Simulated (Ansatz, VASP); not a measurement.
# Cross-check of AlNi between VASP and Ansatz, part 2 of 2

One calculation is typed for both programs; each brings its own data sets. How far apart do they land? Of the first pair: The cell is taken from a series of runs on this material, whose earlier steps may have relaxed, scaled, displaced or heated it; both programs get it as it stands.

VASP 6.6.1 and Ansatz 0.2.0.

So far: Set-up; Ansatz: relaxation of cell and atoms, PBEsol; VASP: relaxation of cell and atoms, PBEsol; Side by side.

### Step 5. Ansatz: relaxation, PBEsol

Level of this step: Ansatz beside VASP: Kohn-Sham DFT, plane waves, PBEsol (Ansatz).

This run makes the geometry at which the two programs are then compared.

The structure compared here is the end of the Ansatz relaxation.

input.yaml

```yaml
crystal:
  lattice:
    - [2.8619592544, 0.0, 0.0]
    - [0.0, 2.8619592544, 0.0]
    - [0.0, 0.0, 2.8619592544]
  atoms:
    - { symbol: Ni, position: [0.5, 0.5, 0.5] }
    - { symbol: Al, position: [0.0, 0.0, 0.0] }
kpoints:
  mp_grid: { grid: [15, 15, 15] }
scf:
  occupations: { method: fermi_dirac, width: 0.05 }
hamiltonian:
  xc: pbesol
  pseudopotentials: { kind: paw, azcp: { folder: soft_1 }, xc_functional: pbe }
basis:
  ecutwfc: 600
output:
  forces: true
  stress: true
  write_density: true
  write_potential: true
  elf: true
  volumetric_format: npy
relax:
  f_tol: 0.005
  max_steps: 70
  cell: { stress_tol: 0.02, p_target: 5 }
```

Started as:

```sh
$ ansatz run input.yaml --threads 4 --pin off --max-ram 10240MiB --backend cpu --events-out ev --progress --plain --runs-dir out
```

Numbers of over 12 decimals in the logs are rounded to 6 here.

What it wrote:

```text
[...]
Crystal: 2 atoms, lattice volume = 23.442 Å³
Basis set: ecut = 600 eV, 751 PW (Γ), exchange–correlation on 48×48×48 points (8 copies of the dense FFT grid, shifted against one another)
Bands: 15, of which v1, the nominal top of the filled ones, is band 11 counted from 1 (10 counted from 0)
Symmetry: 48 space group operations
[...]
k-points: 120 of 3375
[...]
k-point 119: bands = [... 7 lower, 13.4652, 13.4652, 15.9189, 16.4589, 16.4589, 18.5429, 19.3873, 19.3873]
--- Relaxed structure (4 steps of the walk, 4 accepted, 1 SCFs on fresh bases) ---
[...]
cell:  # Å, volume = 22.8107 Å³
    - [2.836042, 0, 0]
    - [0, 2.836042, 0.0]
    - [0, 0.0, 2.836042]
  atoms:
    - { symbol: Ni, position: [0.500000, 0.500000, 0.500000] }
    - { symbol: Al, position: [0, 0, 0] }
[key lines of the parts left out:]
SCF converged after 9 iterations
Free energy (F): -6330.869078 eV
Fermi energy:    14.571181 eV
P = ⅓ Tr σ = 4.9994 GPa (49.994 kbar)
```

### Step 6. VASP: single point, PBEsol, pair 2

The same cell, functional, mesh and smearing now go to VASP, with its own data sets.

INCAR

```
SYSTEM = AlNi
PREC = Accurate
ENCUT = 600
EDIFF = 1E-06
NELM = 120
ISMEAR = -1
SIGMA = 0.05
LREAL = .FALSE.
ALGO = Normal
GGA = PS
NBANDS = 12
LASPH = .TRUE.
LORBIT = 11
LWAVE = .FALSE.
LCHARG = .FALSE.
ISIF = 2
GGA_COMPAT = .FALSE.
KPAR = 2
```

POSCAR

```
AlNi
1.0
    2.8360423325      0.0000000000      0.0000000000
    0.0000000000      2.8360423325      0.0000000000
    0.0000000000      0.0000000000      2.8360423325
Ni Al
1 1
Direct
    0.5000000000      0.5000000000      0.5000000000
    0.0000000000      0.0000000000      0.0000000000
```

KPOINTS

```
Automatic mesh
0
Gamma
15 15 15
0 0 0
```

PAW data sets: Ni and Al (PBE family, release 64).

Started as:

```sh
$ mpirun -np 2 vasp_std
```

What it wrote:

```text
[banner, memory and clock lines left out]
running    2 mpi-ranks, on    1 nodes
[...]
[... a notice as in an earlier step ...]

 LDA part: xc-table for (Slater+PW92), standard interpolation
 POSCAR, INCAR and KPOINTS ok, starting setup
[...]
entering main loop
       N       E                     dE             d eps       ncg     rms          rms(c)
DAV:   1     0.444471342766E+02    0.44447E+02   -0.61664E+03  2904   0.128E+03
DAV:   2    -0.115236520111E+02   -0.55971E+02   -0.52188E+02  2952   0.212E+02
DAV:   3    -0.132306493733E+02   -0.17070E+01   -0.16899E+01  3472   0.429E+01
DAV:   4    -0.132543806677E+02   -0.23731E-01   -0.23721E-01  3264   0.456E+00
[...]
DAV:  11    -0.115776783891E+02   -0.28665E-05   -0.75942E-05  3988   0.865E-02    0.276E-02
DAV:  12    -0.115776766302E+02    0.17590E-05   -0.63106E-06  3308   0.415E-02    0.377E-03
DAV:  13    -0.115776762996E+02    0.33053E-06   -0.22250E-07  1792   0.524E-03
   1 F= -.11577676E+02 E0= -.11573965E+02  d E =-.742237E-02
```

Parts of OUTCAR (step 6):

```text
  Total        0.7351332      0.7351332      0.7351332      0.0000000     -0.0000000      0.0000000
  in kB       51.6343215     51.6343215     51.6343215      0.0000000     -0.0000000      0.0000000
  external PRESSURE =      51.6343215 kB  Pullay stress =       0.0000000 kB

 POSITION                                       TOTAL-FORCE (eV/Angst)
 -----------------------------------------------------------------------------------
      1.41802      1.41802      1.41802         0.000000      0.000000      0.000000
      0.00000      0.00000      0.00000         0.000000      0.000000      0.000000
 -----------------------------------------------------------------------------------
    total drift:                                0.000000      0.000000     -0.000000

  FREE ENERGIE OF THE ION-ELECTRON SYSTEM (eV)
  ---------------------------------------------------
  free  energy   TOTEN  =       -11.5776762996 eV

  energy  without entropy=      -11.5702539312  energy(sigma->0) =      -11.57396512

[... 1 part as in an earlier step ...]

[... 2 further parts left out ...]
[key lines of the parts left out:]
E-fermi :  10.5469
```

The run ends at a pressure of 5.16 GPa.

### Step 7. Side by side

What differs besides the data sets and the points named for the pairs above, as far as they apply: the data sets hold 21 valence electrons in Ansatz (on its PAW soft_1 files) and 13 in VASP; Ansatz's pressure holds a Pulay correction, VASP's none. Total energies have different zeros and are not compared.

Compared:

| quantity | Ansatz | VASP | difference |
| --- | --- | --- | --- |
| pressure (GPa) | 5.00 | 5.16 | -0.16 |

### Step 8. Ansatz: relaxation, PBEsol

This run makes the geometry at which the two programs are then compared. The cell compared in this pair holds 24.02 Å³, against 22.81 Å³ for the pair before.

The structure compared here is the end of the Ansatz relaxation.

Changes to input.yaml since step 5:

```diff
@@ -20,6 +20,2 @@
   stress: true
-  write_density: true
-  write_potential: true
-  elf: true
-  volumetric_format: npy
 relax:
@@ -27,2 +23,2 @@
   max_steps: 70
-  cell: { stress_tol: 0.02, p_target: 5 }
+  cell: { stress_tol: 0.02, p_target: -4 }
```

Started as:

```sh
$ ansatz run input.yaml --threads 4 --pin off --max-ram 10240MiB --backend cpu --events-out ev --progress --plain --runs-dir out
```

What it wrote:

```text
[...]
Crystal: 2 atoms, lattice volume = 23.442 Å³
Basis set: ecut = 600 eV, 751 PW (Γ), exchange–correlation on 48×48×48 points (8 copies of the dense FFT grid, shifted against one another)
Bands: 15, of which v1, the nominal top of the filled ones, is band 11 counted from 1 (10 counted from 0)
Symmetry: 48 space group operations
[...]
k-points: 120 of 3375
[...]
-3.999606       0.000000      -0.000000
        0.000000      -3.999606      -0.000000
       -0.000000      -0.000000      -3.999606
  P = ⅓ Tr σ = -3.9996 GPa (-39.996 kbar)
--- Relaxed structure (4 steps of the walk, 4 accepted, 1 SCFs on fresh bases) ---
[...]
cell:  # Å, volume = 24.0209 Å³
    - [2.885337, 0, 0]
    - [0, 2.885337, 0.0]
    - [0, 0.0, 2.885337]
  atoms:
    - { symbol: Ni, position: [0.5, 0.5, 0.5] }
    - { symbol: Al, position: [0, 0, 0] }
[key lines of the parts left out:]
SCF converged after 6 iterations
Free energy (F): -6330.871304 eV
Fermi energy:    13.676796 eV
```

### Step 9. VASP: single point, PBEsol, pair 3

The same cell, functional, mesh and smearing now go to VASP, with its own data sets.

INCAR is that of step 6.

POSCAR

```
AlNi
1.0
    2.8853373298      0.0000000000      0.0000000000
    0.0000000000      2.8853373298      0.0000000000
    0.0000000000      0.0000000000      2.8853373298
Ni Al
1 1
Direct
    0.5000000000      0.5000000000      0.5000000000
    0.0000000000      0.0000000000      0.0000000000
```

KPOINTS is that of step 6.

Started as:

```sh
$ mpirun -np 2 vasp_std
```

What it wrote:

```text
[... set-up lines as in an earlier step ...]
 entering main loop
       N       E                     dE             d eps       ncg     rms          rms(c)
DAV:   1     0.430092224558E+02    0.43009E+02   -0.61197E+03  2896   0.126E+03
DAV:   2    -0.115054136494E+02   -0.54515E+02   -0.50241E+02  2948   0.203E+02
DAV:   3    -0.131769651572E+02   -0.16716E+01   -0.16549E+01  3476   0.422E+01
DAV:   4    -0.132005296026E+02   -0.23564E-01   -0.23556E-01  3176   0.450E+00
[...]
DAV:  11    -0.115815159506E+02   -0.13289E-05   -0.89442E-05  3956   0.889E-02    0.246E-02
DAV:  12    -0.115815148088E+02    0.11418E-05   -0.25781E-06  2656   0.260E-02    0.569E-03
DAV:  13    -0.115815143353E+02    0.47350E-06   -0.31796E-07  1716   0.651E-03
   1 F= -.11581514E+02 E0= -.11577648E+02  d E =-.773242E-02
```

From OUTCAR (step 9):

```text
  Total       -0.5734000     -0.5734000     -0.5734000     -0.0000000     -0.0000000      0.0000000
  in kB      -38.2453346    -38.2453346    -38.2453346     -0.0000000     -0.0000000      0.0000000
  external PRESSURE =     -38.2453346 kB  Pullay stress =       0.0000000 kB

 POSITION                                       TOTAL-FORCE (eV/Angst)
 -----------------------------------------------------------------------------------
      1.44267      1.44267      1.44267         0.000000      0.000000      0.000000
      0.00000      0.00000      0.00000         0.000000      0.000000      0.000000
 -----------------------------------------------------------------------------------
    total drift:                                0.000000      0.000000     -0.000000

  FREE ENERGIE OF THE ION-ELECTRON SYSTEM (eV)
  ---------------------------------------------------
  free  energy   TOTEN  =       -11.5815143353 eV

  energy  without entropy=      -11.5737819195  energy(sigma->0) =      -11.57764813

[... 1 part as in an earlier step ...]

[... 2 further parts left out ...]
[key lines of the parts left out:]
E-fermi :   9.8522
```

The run ends at a pressure of -3.82 GPa.

### Step 10. Differences

What differs besides the data sets and the points named for the pairs above, as far as they apply: the data sets hold 21 valence electrons in Ansatz (on its PAW soft_1 files) and 13 in VASP. Total energies have different zeros and are not compared.

Both answers:

| quantity | Ansatz | VASP | difference |
| --- | --- | --- | --- |
| pressure (GPa) | -4.00 | -3.82 | -0.18 |

### Step 11. Summary of results

- difference in volume (relaxation of cell and atoms, PBEsol): -0.092 %
- difference in pressure (single point, PBEsol, pair 2): -0.16 GPa
- difference in pressure (single point, PBEsol, pair 3): -0.18 GPa

**Reading.** The difference in pressure is -0.18 GPa (single point, PBEsol, pair 3), within the 1 GPa picked in this series as the mark of a large difference. The data sets hold unlike numbers of valence electrons (21 in Ansatz and 13 in VASP), so part of the differences comes from the potentials. 4 further runs of this series are not shown here. How closely two codes agree says nothing of how well the functional describes the real material.

[Lines on the potential files, build, host, timing and source positions are cut from VASP's logs without a mark.]

[Logs are printed without paths, hosts, clocks, repeated set-up lines and the standing remarks that a program may print on its own settings, such as how far it seeks lower states.]

[Hosts, paths, dates, database ids (printed as entryN), source tags and the programs' standing remarks are cut or masked in the printed files.]
